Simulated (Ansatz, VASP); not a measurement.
## Be: VASP beside Ansatz

```xyz
2
Lattice="2.2262 0.0000 0.0000 -1.1131 1.9280 0.0000 0.0000 0.0000 3.5163" Properties=species:S:1:pos:R:3 pbc="T T T"
Be    0.0000    1.2853    0.8791
Be    1.1131    0.6427    2.6372
```

Alike in both runs: functional LDA; k mesh 21 × 21 × 12; occupations gaussian, width 0.1 eV; no spin polarisation.

Ansatz relaxed the structure, and its values are those at the end. VASP's run is a single point on that final structure, the one shown.

|  | VASP | Ansatz |
| --- | --- | --- |
| version | VASP 6.6.1 | Ansatz 0.2.0 |
| potentials or method | VASP PAW LDA potentials, release 64 (Be) | scalar-relativistic, plane waves, PAW |
| plane-wave cutoff (eV) | 520 | 420 |
| valence electrons in the cell | 4 | 4 |

Ansatz gave:

- gap on the k mesh at the Fermi level (eV): none
- pressure (GPa): 0.0

Q: Which values does VASP return?

A: gap on the k mesh at the Fermi level (eV): none; pressure (GPa): 0.5.

A gap of «none» marks a metal or a gap that the smearing closes.
